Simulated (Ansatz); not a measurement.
# NbC (Niobocarbide): the cost of one run

All numbers are computed with Ansatz 0.2.0 through its Python package. The levels of theory stand in the script.

## (1) Starting point

Symmetry: Fm-3m, No. 225, cubic system. Conventional cell: a = 4.469 Å, b = 4.469 Å, c = 4.469 Å, α = 90.00°, β = 90.00°, γ = 90.00°. Around Nb (site symmetry m-3m) lie 6 C at 2.23 Å. C (site symmetry m-3m) is surrounded by 6 Nb at 2.23 Å.

No structure file is read: the coordinates are typed or built in the script.

## (2) The script

nbc.py

```python
import warnings

import ansatz as az
import numpy as np

def edges_and_angles(cell):
    cell = np.asarray(cell)
    a, b, c = np.linalg.norm(cell, axis=1)
    cosines = cell[1] @ cell[2] / (b * c), cell[0] @ cell[2] / (a * c), cell[0] @ cell[1] / (a * b)
    return (a, b, c, *np.degrees(np.arccos(cosines)))


def main() -> None:
    warnings.simplefilter("ignore", az.DeckWarning)

    lattice = az.Lattice.of(
        [0.0, 2.23455, 2.23455],
        [2.23455, 0.0, 2.23455],
        [2.23455, 2.23455, 0.0],
    )
    sites = [
        ("Nb", [0.0, 0.0, 0.0]),
        ("C", [0.5, 0.5, 0.5]),
    ]
    structure = az.Crystal(lattice=lattice)
    for symbol, position in sites:
        structure = structure.atom(symbol, position)

    calculation = (
        structure.calculation()
        .occupations("fermi_dirac", width=100 * az.meV)
        .kpoints(length=20)
        .scf(tolerance=1e-08)
        .relax(cell=True, force_tolerance=0.03)
    )

    levels = [("pbe", "d4"), ("r2scan", "none"), ("r2scan", "rvv10"), ("pbe", "none")]
    print("level            a       b       c    alpha   beta  gamma  V/atom  steps")
    for name, dispersion in levels:
        seen = []
        run = calculation.functional(name, dispersion=dispersion).session().plan()
        out = run.execute(on_event=lambda e: seen.append(e) if e["event"] == "relax_step" else None)
        cell = out.lattice.cell_ang
        label = name if dispersion == "none" else f"{name}+{dispersion}"
        print("{:13s} {:7.4f} {:7.4f} {:7.4f} {:6.2f} {:6.2f} {:6.2f}".format(label, *edges_and_angles(cell)), f"{abs(np.linalg.det(cell)) / len(out.lattice.sites):7.3f} {len(seen):5d}")


if __name__ == "__main__":
    main()
```

## (3) The run

The run is started by

```console
$ python nbc.py
```

**Question.** How long does this script take on 1 thread of Arm Neoverse V2, shared host, and how much memory does it need?

About 20 s, with a peak of 0.48 GiB.
